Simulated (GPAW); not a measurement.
# MgSi (Cmcm) in GPAW: single point with LDA

Aim: the single point of MgSi with LDA.

All numbers are computed with GPAW 26.7.0; they aren't measurements. Logs are shortened: lines on timing, memory, paths and dates and some standing lists are left out, and cuts for length are marked. The log counts tension as positive stress, the text compression.

## (1) The crystal as given

The structure is orthorhombic, space group Cmcm (No. 63). The conventional cell has a = 3.005 Å, b = 10.852 Å, c = 4.340 Å, α = 90.00°, β = 90.00°, γ = 90.00°. Si (site symmetry m2m) has 4 Si at 2.66 to 3.01 Å and 7 Mg at 2.83 to 3.00 Å as nearest neighbours. Around Mg (site symmetry m2m) lie 7 Si at 2.83 to 3.00 Å and 6 Mg at 3.01 to 3.18 Å.

The cell comes from a database or a generator and needn't be the stable form of this composition.

## (2) Single point, LDA

run.py reads:

```python
from ase import Atoms
from ase.dft.bandgap import bandgap
from ase.io import write
from ase.units import GPa
from gpaw import GPAW, PW

atoms = Atoms(['Si', 'Si', 'Mg', 'Mg'],
              cell=[[1.502512, -5.426016, 0.0],
                    [1.502512, 5.426016, 0.0],
                    [0.0, 0.0, 4.340178]],
              scaled_positions=[[0.570638, 0.429362, 0.75],
                                [0.429362, 0.570638, 0.25],
                                [0.168381, 0.831619, 0.25],
                                [0.831619, 0.168381, 0.75]],
              pbc=True)

calc = GPAW(mode=PW(600),
            xc='LDA',
            kpts={'size': (7, 7, 5), 'gamma': True},
            occupations={'name': 'fermi-dirac', 'width': 0.05},
            nbands=26,
            maxiter=120,
            txt='gpaw.txt')
atoms.calc = calc
energy = atoms.get_potential_energy()
forces = atoms.get_forces()
stress = atoms.get_stress()
calc.write('gs.gpw')
write('result.traj', atoms)
print(f'Energy: {energy:.6f} eV')
print('Forces (eV/A):')
print(forces.round(4))
print('Stress (GPa):', (stress / GPa).round(3))
print('Fermi level:', round(calc.get_fermi_level(), 4), 'eV')
print(f'Gap: {bandgap(calc)[0]:.4f} eV, direct: {bandgap(calc, direct=True)[0]:.4f} eV')
```

Potentials or basis: the program's PAW data sets (release 1.2.1) made for this functional, pw.

The run is started by

```bash
OMP_NUM_THREADS=1 python run.py
```

gpaw.txt:

```text
__  _  _
 | _ |_)|_||  |
 |__||  | ||/\| - 26.7.0

Input parameters:
  mode=PW(ecut=600.0),
  kpts=MonkhorstPack(size=(7, 7, 5), gamma=True),
  maxiter=120,
  nbands=26,
  occupations=Occupations(name='fermi-dirac', width=0.05),
  xc=XC(name='LDA')

Diagonalizing LCAO Hamiltonian
Converting LCAO to pw mode

         Si Mg
       Mg Si

Atoms  # Å, Bohr magnetons
|   | symbol |        x |         y |        z |    initial magnetic moments |
|---|--------|----------|-----------|----------|-----------------------------|
| 0 |     Si | 1.502512 | -0.766566 | 3.255133 | ( 0.0000,  0.0000,  0.0000) |
| 1 |     Si | 1.502512 |  0.766566 | 1.085044 | ( 0.0000,  0.0000,  0.0000) |
| 2 |     Mg | 1.502512 |  3.598740 | 1.085044 | ( 0.0000,  0.0000,  0.0000) |
| 3 |     Mg | 1.502512 | -3.598740 | 3.255133 | ( 0.0000,  0.0000,  0.0000) |

Unit cell  # Å
| periodic |        x |         y |        z |  lengths |     angles |
|----------|----------|-----------|----------|----------|------------|
|      yes | 1.502512 | -5.426016 | 0.000000 | 5.630204 |  90.000000 |
|      yes | 1.502512 |  5.426016 | 0.000000 | 5.630204 |  90.000000 |
|      yes | 0.000000 |  0.000000 | 4.340178 | 4.340178 | 149.044235 |

Number of symmetries: 4
Symmetry operations  # r_c * U_cc + t_c -> r_c
|   | kind |            matrix            |
|---|------|------------------------------|
| 0 |  E   |  1, 0, 0,  0, 1, 0,  0, 0, 1 |
| 1 |  C2  |  0, 1, 0,  1, 0, 0,  0, 0,-1 |
| 2 |  σ   |  0,-1, 0, -1, 0, 0,  0, 0, 1 |
| 3 |  i   | -1, 0, 0,  0,-1, 0,  0, 0,-1 |

BZ-sampling:
  Number of BZ points: 245
  Number of IBZ points: 72

  Monkhorst-Pack size: [7, 7, 5]
  Monkhorst-Pack shift: [0, 0, 0]

K-points  # in reciprocal-cell coordinates
|     |                                coordinates |     weight |
|-----|--------------------------------------------|------------|
|   0 | (  0.00000000,   0.00000000,   0.00000000) | 0.00408163 |
|   1 | (  0.00000000,   0.00000000,   0.20000000) | 0.00816327 |
|   2 | (  0.00000000,   0.00000000,   0.40000000) | 0.00816327 |
|   3 | (  0.14285714,  -0.14285714,  -0.40000000) | 0.00816327 |
|   4 | (  0.14285714,  -0.14285714,  -0.20000000) | 0.00816327 |
|   5 | (  0.14285714,  -0.14285714,   0.00000000) | 0.00816327 |
|   6 | (  0.14285714,  -0.14285714,   0.20000000) | 0.00816327 |
|   7 | (  0.14285714,  -0.14285714,   0.40000000) | 0.00816327 |
|   8 | (  0.14285714,   0.00000000,  -0.40000000) | 0.01632653 |
|   9 | (  0.14285714,   0.00000000,  -0.20000000) | 0.01632653 |
| ... |                                            |            |
|  71 | (  0.42857143,   0.42857143,   0.40000000) | 0.01632653 |

Plane wave coefficients: 2382
Cutoff: 600.0 eV

Spin-components: 1 (collinear spins)
Bands:           26
Projectors:      20
Spin-degeneracy: 2
Datatype:        complex128

Parallelization:
  kpt:    1
  domain: 1
  band:   1

Density:
  Valence electrons: 28.0
  Components: 1
  Grid points: [32 32 25]
  Charge: 0.0  # |e|

Potential:
  Grid points: [32 32 25]

species:
  Si:
    name:    Silicon
    Z:       14.0
    valence: 4
    core:    10
    charge:  0.0  # [|e|]
    compensation charges:
      type: gauss
      rc: 0.33  # [Å]
      lmax: 2
    cutoffs:
      filter: 1.86  # [Å]
      core: 2.06  # [Å]
    projectors
    | kind |    occ | energy [eV] | rcut [Å] |
    |------|--------|-------------|----------|
    |   3s |  2.000 |     -10.878 |    1.058 |
    |   3p |  2.000 |      -4.162 |    1.058 |
    |    s |        |      16.334 |    1.058 |
    |    p |        |      23.049 |    1.058 |
    |    d |        |       0.000 |    1.058 |

    Using partial waves for Si as LCAO basis

  Mg:
    name:    Magnesium
    Z:       12.0
    valence: 10
    core:    2
    charge:  0.0  # [|e|]
    compensation charges:
      type: gauss
      rc: 0.33  # [Å]
      lmax: 2
    cutoffs:
      filter: 1.86  # [Å]
      core: 0.54  # [Å]
    projectors
    | kind |    occ | energy [eV] | rcut [Å] |
    |------|--------|-------------|----------|
    |   2s |  2.000 |     -79.291 |    1.090 |
    |   3s |  2.000 |      -4.782 |    1.090 |
    |   2p |  6.000 |     -46.725 |    1.085 |
    |   3p |  0.000 |      -1.374 |    1.085 |
    |    d |        |       0.000 |    1.037 |

    Using partial waves for Mg as LCAO basis

Reference energy: -26571.886399  # eV

eigensolver:
  PPCG
  Converge bands: occupied
  niter=2

density mixing:
  MSR1-Mixer
  Pratt-step length: 0.05
  Maximum mixing coefficient: 0.75
  Old densities: 10
  SVD Regularization: 0.005
  Good broyden scale: 1.0
  Trust region scale: 1.0
  Backstep threshold: 4.0
  History deletion threshold: 6.0
  Fourier metric: weight=20.0, sigma=0.015

occupation numbers:
  Fermi-Dirac:
    width: 0.0500  # eV

poisson solver:
  ecut: 4800.0  # eV

xc functional:
  name: None

convergence criteria:
- Maximum [total energy] change in last 3 cyles: 0.0005 eV / valence electron
- Maximum integral of absolute [dens]ity change: 0.0001 electrons / valence electron
- Maximum integral of absolute [eigenst]ate change: 4e-08 eV^2 / valence electron
maximum number of iterations: 120

SCF iterations
|iter     | |      energy | eigst |  dens |
|---------|-|-------------|-------|-------|
|iter:   1| |  -15.571192 | +0.16 |       |
|iter:   2| |  -15.530951 | -2.66 | -1.32 |
|iter:   3| |  -15.377518 | -2.29 | -1.35 |
|iter:   4| |  -15.366067 | -2.95 | -1.87 |
|iter:   5| |  -15.363149 | -4.05 | -2.32 |
|iter:   6| |  -15.363051c| -5.40 | -2.72 |
|iter:   7| |  -15.363052c| -6.76 | -3.69 |
|iter:   8| |  -15.363052c| -7.53c| -4.24c|

Converged in 8 steps
Energy contributions relative to reference atoms: (reference = -26571.886399)

Energy contributions:
  Kinetic:           6.498135
  Coulomb:          -1.494014
  Zero:             -0.180344
  External:          0.000000
  Xc:              -20.178053
  Entropy:          -0.017553
  Spinorbit:         0.000000
  ----------------------------
  Free energy:     -15.371829
  Extrapolated:    -15.363052

dipole moment: (-0.000004, 0.000000, -0.000006)  # |e|*Ang

Fermi level: 6.161
Eigenvalues  # (at kpt = [0.000, 0.000, 0.000])
| band index |      eig [eV] | occ [0-2] |
|------------|---------------|-----------|
|          0 |       -69.441 |     2.000 |
|        ... |               |           |
|          5 |       -36.883 |     2.000 |
|          6 |       -36.879 |     2.000 |
|          7 |       -36.878 |     2.000 |
|          8 |        -5.317 |     2.000 |
|          9 |        -0.869 |     2.000 |
|         10 |         1.104 |     2.000 |
[... 8 lines left out ...]
|         19 |        12.511 |     0.000 |
|         20 |        13.525 |     0.000 |
|        ... |               |           |
|         25 |        19.758 |     0.000 |

No gap
No difference between direct/indirect transitions

Forces  # eV/Ang
|        x |        y |        z |
|----------|----------|----------|
| -0.00000 | -0.10710 |  0.00006 |  # Si   0
|  0.00000 |  0.10710 | -0.00006 |  # Si   1
|  0.00000 |  0.06774 | -0.00002 |  # Mg   2
| -0.00000 | -0.06774 |  0.00002 |  # Mg   3

Stress tensor  # eV/Ang^3
|         x |         y |        z |
|-----------|-----------|----------|
|  0.028342 | -0.000000 | 0.000000 |
| -0.000000 |  0.008206 | 0.000000 |
|  0.000000 |  0.000000 | 0.012074 |

# Writing to gs.gpw (mode='')
```

Run time: 54 s. Hardware: 1 thread of Arm Neoverse V2, shared host; peak memory 0.26 GiB.

What came out:

```
Free energy            : -15.3718 eV
Pressure               : -2.6 GPa
Largest force          : 0.107 eV/Å
Band gap on the k mesh : none (metal or under the smearing width)
```

Forces in eV/Å, atoms in the order of the input:
```
Si   0.000 -0.107  0.000
Si   0.000  0.107  0.000
Mg   0.000  0.068  0.000
Mg   0.000 -0.068  0.000
```

Levels at points of the mesh, in eV from the Fermi level:
| k point | band 10 | band 11 | band 12 | band 13 | band 14 | band 15 | band 16 | band 17 | band 18 | band 19 |
| --- | --- | --- | --- | --- | --- | --- | --- | --- | --- | --- |
| (0.00, 0.00, 0.00) | -7.03 | -5.06 | -4.01 | -2.48 | 0.66 | 2.03 | 2.37 | 2.60 | 3.29 | 5.64 |

Caveat: the cutoff is short for stress and forces, so pressures can be off by a GPa or more; the program warned that so skewed a cell can give wrong results.
